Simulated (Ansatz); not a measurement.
# Ag: course of a relaxation

All numbers below come from Ansatz 0.2.0, DFT PBE, scalar-relativistic, plane waves, PAW. (420 eV cutoff, 24×24×6 k-mesh, Gaussian smearing of 0.10 eV, no spin polarisation)

What was changed: biaxial strain in the a-b plane, c and atoms relaxed: -2.0 %.

Command:

```bash
ansatz run input.yaml --threads 1 --pin off --max-ram 2560MiB --backend cpu --events-out ev --progress --plain --runs-dir out
```

Input:

```yaml
crystal:
  lattice:
    - [2.8755827006, 0.0, 0.0]
    - [-1.4377913503, 2.4903276694, 0.0]
    - [0.0, 0.0, 9.6975927915]
  atoms:
    - { symbol: Ag, position: [0.0, 0.0, 0.0] }
    - { symbol: Ag, position: [0.0, 0.0, 0.5] }
    - { symbol: Ag, position: [0.3333333333, 0.6666666667, 0.25] }
    - { symbol: Ag, position: [0.6666666667, 0.3333333333, 0.75] }
basis:
  ecutwfc: 420
kpoints:
  mp_grid: { grid: [24, 24, 6] }
hamiltonian:
  xc: pbe
scf:
  occupations: { method: gaussian, width: 0.1 }
output:
  forces: true
  stress: true
  eigenvalues: true
relax:
  adjacent_minimum: "off"
  f_tol: 0.008
  max_steps: 40
  cell: { stress_tol: 0.015, fix: [a, b, gamma] }
```

F is the free energy. Steps run on the plane waves of an earlier cell, but the last one, and at times one on the way, on a freshly chosen basis, so a repeated geometry can differ a little in energy. The held parts of the cell keep their stress, so P needn't end at zero.

Steps:

| step | F − F(1) (eV) | largest force component (eV/Å) | V (Å³/atom) | P (GPa) |
| --- | --- | --- | --- | --- |
| 1 | 0.0000 | 0.000 | 17.361 | 2.86 |
| 2 | -0.0004 | 0.000 | 17.484 | 2.20 |
| 3 | -0.0006 | 0.000 | 17.444 | 2.40 |
| 4 | -0.0007 | 0.000 | 17.444 | 2.40 |

Relaxed structure:

```xyz
4
Lattice="2.8756 0.0000 0.0000 -1.4378 2.4903 0.0000 0.0000 0.0000 9.7439" Properties=species:S:1:pos:R:3 pbc="T T T"
Ag    0.0000    0.0000    0.0000
Ag    0.0000    0.0000    4.8719
Ag    0.0000    1.6602    2.4360
Ag    1.4378    0.8301    7.3079
```

The structure is hexagonal, space group P6_3/mmc (No. 194). Conventional cell: a = 2.876 Å, b = 2.876 Å, c = 9.744 Å, α = 90.00°, β = 90.00°, γ = 120.00°. Around Ag (site symmetry -3m) lie 12 Ag at 2.88 to 2.95 Å. Around Ag (site symmetry -6m2) lie 12 Ag at 2.88 to 2.95 Å.

The run converged. It took 76 s on 1 thread of Intel(R) Xeon(R) Platinum 8488C (Sapphire Rapids), on a shared host, peak memory 0.81 GiB.